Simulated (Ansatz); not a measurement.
**Phases of Ca at 51 GPa**

Structure types of Ca are relaxed in primitive cells with their symmetry kept at 51 GPa, on PAW files; LAPW relaxes the small cells further and takes the PAW cell for the others (marked *). The enthalpy is E + pV at zero temperature, without zero-point motion. Only the types listed were tried, and differences under about 5 meV/atom are mesh noise. The real phase may be another.

All numbers are PBE results (scalar-relativistic) from Ansatz 0.2.0, with Fermi–Dirac smearing of 0.1 eV, no spin polarisation. Methods: LAPW: all electrons, basis error target 0.5 meV/atom; PAW: frozen-core files, cutoff 420 eV.

k meshes: fcc 16×16×16, bcc 16×16×16, hcp 15×15×8, sc 14×14×14, A7 13×13×13, dhcp 12×12×4.

```
start type         ends as          a, b, c (Å)  V (Å³/atom)  H − H(lowest), LAPW (meV/atom)
       fcc      fcc, Fm-3m  4.136, 4.136, 4.136        17.69                           140.6
       bcc      bcc, Im-3m  3.292, 3.292, 3.292        17.83                               ?
       hcp   hcp, P6_3/mmc  2.915, 2.915, 4.756        17.50                           101.4
        sc       sc, Pm-3m  2.557, 2.557, 2.557        16.71                             2.6
        A7       sc, Pm-3m  2.556, 2.556, 2.556        16.71                             0.0
     dhcp*  dhcp, P6_3/mmc  2.913, 2.913, 9.603        17.64                               ?
```

Problem. Fill in "H − H(lowest), LAPW (meV/atom)" for the row "bcc".

Solution. 89.5.

Problem. Fill in "H − H(lowest), LAPW (meV/atom)" for the row "dhcp*".

Solution. 136.9.

Problem. Split the lead of sc over bcc into energy and pV.

Solution. For bcc less sc: ΔE = -268.1 meV/atom, and p·ΔV = 51 GPa × +1.1233 Å³ × 6.242 meV/(GPa·Å³) = +357.6 meV/atom, together 89.5 meV/atom. sc wins by its smaller volume, against the internal energy.
